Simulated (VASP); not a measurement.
# Mn (Im-3m) in VASP: settings compared

One crystal, Mn, is run at these levels: r2SCAN+rVV10+U, PBEsol+rVV10, PBE+D3+U; tasks: band structure, hyperfine couplings, relaxation of cell and atoms.

Everything below comes from runs of VASP 6.6.1. Logs are shortened: lines on timing, memory, paths and dates and some standing lists are left out, and cuts for length are marked.

## Step 1: Starting point

Symmetry: Im-3m, No. 229, cubic system. The conventional cell has a = 3.081 Å, b = 3.081 Å, c = 3.081 Å, α = 90.00°, β = 90.00°, γ = 90.00°. Mn (site symmetry m-3m) has 8 Mn at 2.67 Å as nearest neighbours.

This isn't the form of Mn at room conditions, which is a 58-atom cubic cell.

## Step 2: Band structure, r2SCAN+rVV10+U, collinear spin, ferrimagnetic start

Contents of INCAR:

```
PREC = Accurate
ENCUT = 520
EDIFF = 1E-6
ISMEAR = 1
SIGMA = 0.2
LREAL = F
LASPH = T
NELM = 120
ALGO = Normal
ISIF = 2
LWAVE = F
LCHARG = F
ISPIN = 2
MAGMOM = 4 -2
LORBIT = 11
LMAXMIX = 4
LDAU = T
LDAUTYPE = 2
LDAUL = 2
LDAUU = 4.5
LDAUJ = 1
LDAUPRINT = 1
METAGGA = R2SCAN
LMIXTAU = T
LUSE_VDW = T
IVDW_NL = 2
BPARAM = 11.95
CPARAM = 0.0093
```

Contents of KPOINTS:

```
regular mesh
0
Gamma
  9 9 9
```

Contents of POSCAR:

```
Mn
1.0
    3.0810000000      0.0000000000      0.0000000000
    0.0000000000      3.0810000000      0.0000000000
    0.0000000000      0.0000000000      3.0810000000
Mn
2
Cartesian
    0.0000000000      0.0000000000      0.0000000000
    1.5405000000      1.5405000000      1.5405000000
```

Contents of KPOINTS_OPT:

```
path GXMGRX,MR
20
line-mode
reciprocal
 0.0000000000  0.0000000000  0.0000000000  G
 0.0000000000  0.5000000000  0.0000000000  X

 0.0000000000  0.5000000000  0.0000000000  X
 0.5000000000  0.5000000000  0.0000000000  M

 0.5000000000  0.5000000000  0.0000000000  M
 0.0000000000  0.0000000000  0.0000000000  G

 0.0000000000  0.0000000000  0.0000000000  G
 0.5000000000  0.5000000000  0.5000000000  R

 0.5000000000  0.5000000000  0.5000000000  R
 0.0000000000  0.5000000000  0.0000000000  X

 0.5000000000  0.5000000000  0.0000000000  M
 0.5000000000  0.5000000000  0.5000000000  R
```

Potentials or basis: VASP PAW PBE potentials, release 54 (Mn_pv).

Launch:

```bash
$ cat potpaw_PBE.54/Mn_pv/POTCAR > POTCAR
$ mpirun -np 1 vasp_std > vasp.out
```

OUTCAR:

```text
PREC = Accurate
   ENCUT = 520
   EDIFF = 1E-6
   ISMEAR = 1
   LREAL = F
   LASPH = T
   NELM = 120
   ISIF = 2
   ISPIN = 2
   LORBIT = 11
   METAGGA = R2SCAN
   IVDW_NL = 2
   BPARAM = 11.95

 ion  position               nearest neighbor table
   1  0.000  0.000  0.000-   2 2.67   2 2.67   2 2.67   2 2.67   2 2.67   2 2.67   2 2.67   2 2.67

   2  0.500  0.500  0.500-   1 2.67   1 2.67   1 2.67   1 2.67   1 2.67   1 2.67   1 2.67   1 2.67

  LATTYP: Found a simple cubic cell.
 ALAT       =     3.0810000000

  Lattice vectors:

 A1 = (   3.0810000000,   0.0000000000,   0.0000000000)
 A2 = (   0.0000000000,   3.0810000000,   0.0000000000)
 A3 = (   0.0000000000,   0.0000000000,   3.0810000000)

Analysis of symmetry for initial positions (statically):
=====================================================================
 Subroutine PRICEL returns following result:

  LATTYP: Found a body centered cubic cell.
 ALAT       =     3.0810000000

  Lattice vectors:

 A1 = (   1.5405000000,   1.5405000000,  -1.5405000000)
 A2 = (  -1.5405000000,   1.5405000000,   1.5405000000)
 A3 = (   1.5405000000,  -1.5405000000,   1.5405000000)

   2 primitive cells build up your supercell.

 Routine SETGRP: Setting up the symmetry group for a
 simple cubic supercell.

 Subroutine GETGRP returns: Found 48 space group operations
 (whereof 48 operations were pure point group operations)
 out of a pool of 48 trial point group operations.

The static configuration has the point symmetry O_h .

Analysis of symmetry for dynamics (positions and initial velocities):
=====================================================================
 Subroutine PRICEL returns following result:

  LATTYP: Found a body centered cubic cell.
[... 251 lines left out ...]

  o =  0.0353  v =  0.0000  0.0000  0.0457 -0.0000  0.9990  0.0000  0.0000  0.0000  0.0000  0.0000      0.0000  0.0000  0.0000  0.0000  0.0000  0.0000  0.0000  0.0000  0.0000  0.0000
  o =  0.0353  v =  0.0000 -0.0000  0.9990 -0.0000 -0.0457  0.0000  0.0000  0.0000  0.0000  0.0000      0.0000  0.0000  0.0000  0.0000  0.0000  0.0000  0.0000  0.0000  0.0000  0.0000
  o =  0.0860  v =  1.0000  0.0000  0.0000  0.0000  0.0000  0.0000  0.0000  0.0000  0.0000  0.0000      0.0000  0.0000  0.0000  0.0000  0.0000  0.0000  0.0000  0.0000  0.0000  0.0000
  o =  0.0860  v =  0.0000 -0.1810 -0.0000 -0.9835 -0.0000  0.0000  0.0000  0.0000  0.0000  0.0000      0.0000  0.0000  0.0000  0.0000  0.0000  0.0000  0.0000  0.0000  0.0000  0.0000
  o =  0.0860  v =  0.0000  0.9835  0.0000 -0.1810  0.0000  0.0000  0.0000  0.0000  0.0000  0.0000      0.0000  0.0000  0.0000  0.0000  0.0000  0.0000  0.0000  0.0000  0.0000  0.0000
  o =  0.8924  v =  0.0000  0.0000  0.0000  0.0000  0.0000  0.0000 -0.1575 -0.0000 -0.9875 -0.0000      0.0000  0.0000  0.0000  0.0000  0.0000  0.0000  0.0000  0.0000  0.0000  0.0000
  o =  0.8924  v =  0.0000  0.0000  0.0000  0.0000  0.0000  0.0000 -0.9875  0.0000  0.1575  0.0000      0.0000  0.0000  0.0000  0.0000  0.0000  0.0000  0.0000  0.0000  0.0000  0.0000
  o =  0.8924  v =  0.0000  0.0000  0.0000  0.0000  0.0000  1.0000  0.0000  0.0000  0.0000  0.0000      0.0000  0.0000  0.0000  0.0000  0.0000  0.0000  0.0000  0.0000  0.0000  0.0000
  o =  0.9146  v =  0.0000  0.0000  0.0000  0.0000  0.0000  0.0000  0.0000  0.0106 -0.0000  0.9999      0.0000  0.0000  0.0000  0.0000  0.0000  0.0000  0.0000  0.0000  0.0000  0.0000
  o =  0.9146  v =  0.0000  0.0000  0.0000  0.0000  0.0000  0.0000 -0.0000 -0.9999  0.0000  0.0106      0.0000  0.0000  0.0000  0.0000  0.0000  0.0000  0.0000  0.0000  0.0000  0.0000

 number of electron      25.9999985 magnetization      -0.0000013

 Free energy of the ion-electron system (eV)
  ---------------------------------------------------
  ext. energy  EPLUGINS =         0.00000000
  ---------------------------------------------------
  free energy    TOTEN  =       -25.77120177 eV

  energy without entropy =      -25.77710654  energy(sigma->0) =      -25.77317003

 E-fermi :   8.6714     XC(G=0): -13.2372

 val. band max:        8.5270686229   @ k =   0.4444   0.3333   0.3333
 cond. band min:       8.7357531978   @ k =   0.3333   0.3333   0.0000
 fundamental gap:      0.2086845749
 Fermi energy:         8.6713684797

 Fermi energy:         8.6713684797

 spin component 2

 k-point     1 :       0.0000    0.0000    0.0000
  band No.  band energies     occupation
      1     -44.8368      1.00000
      2     -44.8368      1.00000
      3     -44.8368      1.00000
      4     -38.9496      1.00000
      5     -38.9496      1.00000
      6     -38.9496      1.00000
[... 712 lines left out ...]
      5     -38.9913      1.00000
      6     -38.9909      1.00000
[... 10 lines left out ...]
     17      13.5497      0.00000
     18      14.6110      0.00000

------------------------ aborting loop because EDIFF is reached ----------------------------------------

  FORCE on cell =-STRESS in cart. coord.  units (eV):
  Direction    XX          YY          ZZ          XY          YZ          ZX
  --------------------------------------------------------------------------------------
  -------------------------------------------------------------------------------------
  Total        3.9824555      3.9824555      3.9824555     -0.0000000      0.0000000      0.0000000
  in kB      218.1656722    218.1656722    218.1656722     -0.0000000      0.0000000      0.0000000
  external PRESSURE =     218.1656722 kB  Pullay stress =       0.0000000 kB

 VOLUME and BASIS-vectors are now :
 -----------------------------------------------------------------------------
  energy-cutoff  :      520.00
  volume of cell :       29.25
      direct lattice vectors                 reciprocal lattice vectors
     3.081000000  0.000000000  0.000000000     0.324569945  0.000000000  0.000000000
     0.000000000  3.081000000  0.000000000     0.000000000  0.324569945  0.000000000
     0.000000000  0.000000000  3.081000000     0.000000000  0.000000000  0.324569945

 POSITION                                       TOTAL-FORCE (eV/Angst)
 -----------------------------------------------------------------------------------
      0.00000      0.00000      0.00000         0.000000      0.000000      0.000000
      1.54050      1.54050      1.54050         0.000000      0.000000      0.000000
 -----------------------------------------------------------------------------------
    total drift:                                0.000000      0.000000     -0.000000

  FREE ENERGIE OF THE ION-ELECTRON SYSTEM (eV)
  ---------------------------------------------------
  free  energy   TOTEN  =       -25.7712017735 eV

  energy  without entropy=      -25.7771065351  energy(sigma->0) =      -25.77317003

 total charge

# of ion       s       p       d       tot
------------------------------------------
    1        0.402   6.336   4.816  11.554
    2        0.402   6.336   4.816  11.554
--------------------------------------------------
tot          0.804  12.672   9.632  23.109

 magnetization (x)

# of ion       s       p       d       tot
------------------------------------------
    1        0.089   0.086   4.169   4.344
    2       -0.089  -0.086  -4.169  -4.344
--------------------------------------------------
tot          0.000  -0.000   0.000   0.000
```

OSZICAR:

```text
N       E                     dE             d eps       ncg     rms          rms(c)
DAV:   1     0.251950003241E+03    0.25195E+03   -0.16497E+04  2544   0.192E+03
DAV:   2    -0.180240985972E+02   -0.26997E+03   -0.26582E+03  2540   0.504E+02
DAV:   3    -0.284775665870E+02   -0.10453E+02   -0.10217E+02  2642   0.117E+02
[... 47 lines left out ...]
       N       E                     dE             ncg
DAV:   1     0.184963881525E+05   -0.21446E+05     1104
DAV:   2     0.144711230987E+05   -0.40253E+04     1096
DAV:   3     0.143350140378E+05   -0.13611E+03     1276
DAV:   4     0.143329596704E+05   -0.20544E+01     1274
DAV:   5     0.143328932312E+05   -0.66439E-01     1336
DAV:   6     0.143328905954E+05   -0.26357E-02     1342
DAV:   7     0.143328904564E+05   -0.13905E-03     1456
DAV:   8     0.143328904539E+05   -0.24850E-05      930
DAV:   9     0.143328904537E+05   -0.16988E-06      638
```

It took 2.4 min on 1 thread of Intel Xeon Platinum 8559C (Emerald Rapids), shared host; peak memory 0.24 GiB.

Results:

| Property | Result |
| --- | --- |
| Free energy | -25.7712 eV |
| Pressure | 21.8 GPa |
| Band gap along the path | none (metal or under the smearing width) |
| Net moment | 0.00 μB per cell |
| Site moments | Mn +4.34, -4.34 μB |
| Valence electrons inside the program's atomic spheres | Mn 11.55 |

Levels at the corners of the path, in eV from the Fermi level:
Spin up:
```
point  band 11  band 12  band 13  band 14  band 15  band 16
    Γ    -5.03    -5.03     1.59     1.59     3.40     3.40
    X    -4.92    -4.91    -3.15     1.28     1.91     1.91
    X    -4.92    -4.91    -3.15     1.28     1.91     1.91
    M    -4.66    -1.46    -1.45    -1.45     1.62     2.98
    M    -4.66    -1.46    -1.45    -1.45     1.62     2.98
    Γ    -5.03    -5.03     1.59     1.59     3.40     3.40
    Γ    -5.03    -5.03     1.59     1.59     3.40     3.40
    R    -4.64    -1.21    -1.21    -1.21     4.29     4.29
    R    -4.64    -1.21    -1.21    -1.21     4.29     4.29
    X    -4.92    -4.91    -3.15     1.28     1.91     1.91
    M    -4.66    -1.46    -1.45    -1.45     1.62     2.98
    R    -4.64    -1.21    -1.21    -1.21     4.29     4.29
```
Spin down:
```tsv
point	band 11	band 12	band 13	band 14	band 15	band 16
Γ	-5.03	-5.03	1.59	1.59	3.40	3.40
X	-4.92	-4.91	-3.15	1.28	1.91	1.91
X	-4.92	-4.91	-3.15	1.28	1.91	1.91
M	-4.66	-1.46	-1.45	-1.45	1.62	2.98
M	-4.66	-1.46	-1.45	-1.45	1.62	2.98
Γ	-5.03	-5.03	1.59	1.59	3.40	3.40
Γ	-5.03	-5.03	1.59	1.59	3.40	3.40
R	-4.64	-1.21	-1.21	-1.21	4.29	4.29
R	-4.64	-1.21	-1.21	-1.21	4.29	4.29
X	-4.92	-4.91	-3.15	1.28	1.91	1.91
M	-4.66	-1.46	-1.45	-1.45	1.62	2.98
R	-4.64	-1.21	-1.21	-1.21	4.29	4.29
```

Eigenvalues of the final occupation matrices:
| site | spin | trace | eigenvalues |
| --- | --- | --- | --- |
| site 1 d | 1 | 4.51 | 0.89 0.89 0.89 0.91 0.91 |
| site 1 d | 2 | 0.33 | 0.04 0.04 0.09 0.09 0.09 |
| site 2 d | 1 | 0.33 | 0.04 0.04 0.09 0.09 0.09 |
| site 2 d | 2 | 4.51 | 0.89 0.89 0.89 0.91 0.91 |

Caveat: the PAW data sets were made with another functional, which shifts forces and pressure a little; pairwise dispersion overbinds metals, which lowers pressure and volume; the U is typed as a test and isn't derived for this compound. The state reached can hang on the start; a lower one may exist.

[end of part 1 of 2]
